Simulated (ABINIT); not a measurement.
Input of an ABINIT 10.8.3 (patched build) run:

The input run.abi:

```
# Datasets: one volume each
ndtset 7
getwfk -1
scalecart1 3*0.9795861087
scalecart2 3*0.9864848297
scalecart3 3*0.9932883884
scalecart4 3*1.0000000000
scalecart5 3*1.0066227096
scalecart6 3*1.0131594038
scalecart7 3*1.0196128224

# Pseudopotentials
pp_dirpath "./"
pseudos "As.GGA_PBE-JTH.xml"

# Structure
acell 3*1.0 Angstrom
rprim
     1.8250000000    -5.5000000000     0.0000000000
     1.8250000000     5.5000000000     0.0000000000
     0.0000000000     0.0000000000     4.4700000000
ntypat 1
znucl 33
natom 4
typat 1 1 1 1
chkprim 0
chksymtnons 0
tolsym 1.0e-6
xred
     0.3900000000     0.6100000000     0.5600000000
     0.8900000000     0.1100000000     0.9400000000
     0.6100000000     0.3900000000     0.4400000000
     0.1100000000     0.8900000000     0.0600000000

# Plane-wave basis
ecut 15.0
pawecutdg 30.0
pawxcdev 0

# k points
kptopt 1
ngkpt 8 8 6
nshiftk 1
shiftk 0.0 0.0 0.0

# Exchange and correlation
ixc -116133

# Bands and occupations
nband 36
occopt 3
tsmear 0.00183747

# SCF cycle
nstep 100
tolvrs 1.0e-9

# Output
iomode 3
prtwf 1
prtden 0
prteig 0
prtebands 0
enunit 2
```

Potentials or basis: JTH PAW PBE v2.0.

The run is started by

```console
$ abinit run.abi > log 2>&1
```

**Question.** Estimate the pressure derivative of the bulk modulus.

**Answer.** 4.0.

**Question.** Predict the equilibrium volume.

**Answer.** 22.38 Å³/atom.

**Question.** Estimate the bulk modulus at fixed shape and positions.

**Answer.** 70 GPa.

Energy against volume, from the lowest point:
```
volume (Å³/atom)  energy (meV/atom)
          21.088              17.98
          21.536               7.33
          21.985               1.50
          22.434               0.00
          22.882               2.32
          23.331               8.24
          23.780              17.34
```

Caveat: pressures at fixed basis lie under the slope of the energies; the cell was scaled at fixed shape and fractional positions, which overstates the stiffness of a crystal with free parameters, most of all of layers and chains; the PAW data sets were made with another functional, which shifts forces and pressure a little.
